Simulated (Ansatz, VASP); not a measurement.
## SnTe in VASP and in Ansatz

File INCAR:

```
SYSTEM = SnTe
PREC = Accurate
ENCUT = 520
EDIFF = 1E-7
ISMEAR = -1
SIGMA = 0.05
LREAL = .False.
LASPH = .True.
NELM = 60
ALGO = Normal
ISIF = 2
LWAVE = .False.
LCHARG = .True.
GGA = PE
ALDAC = 0.0
AGGAC = 0.0
LELF = .True.
LVHAR = .True.
NBANDS = 17
```

Contents of KPOINTS:

```
Automatic mesh
0
Gamma
  7 7 7
  0 0 0
```

POSCAR

```
SnTe
1.0
    0.0000000000      3.1923133075      3.1923133075
    3.1923133075      0.0000000000      3.1923133075
    3.1923133075      3.1923133075      0.0000000000
Te Sn
1 1
Direct
    0.5000000000      0.5000000000      0.5000000000
    0.0000000000      0.0000000000      0.0000000000
```

input.yaml

```yaml
crystal:
  lattice:
    - [0.0, 3.1923133075, 3.1923133075]
    - [3.1923133075, 0.0, 3.1923133075]
    - [3.1923133075, 3.1923133075, 0.0]
  atoms:
    - { symbol: Te, position: [0.5, 0.5, 0.5] }
    - { symbol: Sn, position: [0.0, 0.0, 0.0] }
hamiltonian:
  xc: { exchange: pbe, correlation: none }
  pseudopotentials: { kind: paw }
kpoints:
  mp_grid: { grid: [7, 7, 7] }
scf:
  occupations: { method: fermi_dirac, width: 0.05 }
output:
  forces: true
  stress: true
  eigenvalues: true
  write_density: true
  write_potential: true
  elf: true
  volumetric_format: npy
```

Alike in both runs: task single point; functional PBE exchange alone; k mesh 7 × 7 × 7; occupations fermi-dirac, width 0.05 eV; no spin polarisation.

```csv
,VASP,Ansatz
version,VASP 6.6.1,Ansatz 0.2.0
potentials or method,"VASP PAW PBE potentials, release 64 (Te, Sn_d)",Ansatz PAW
plane-wave cutoff (eV),520,420
valence electrons in the cell,20,30
```

|  | VASP | Ansatz | Ansatz less VASP |
| --- | --- | --- | --- |
| gap on the k mesh at the Fermi level (eV) | 0.70 | 0.70 | +0.002 |
| least direct gap on the mesh (eV) | 0.70 | 0.70 | +0.002 |
| pressure (GPa) | 8.8 | 8.8 | -0.02 |

The two sets of potentials don't hold the same shells in valence.

Caveats: the PAW data sets come from PBE, with cores solved anew for the run's functional, which leaves a small shift of forces and pressure (Ansatz). The runs have no spin-orbit coupling, so splittings on Te are missing.
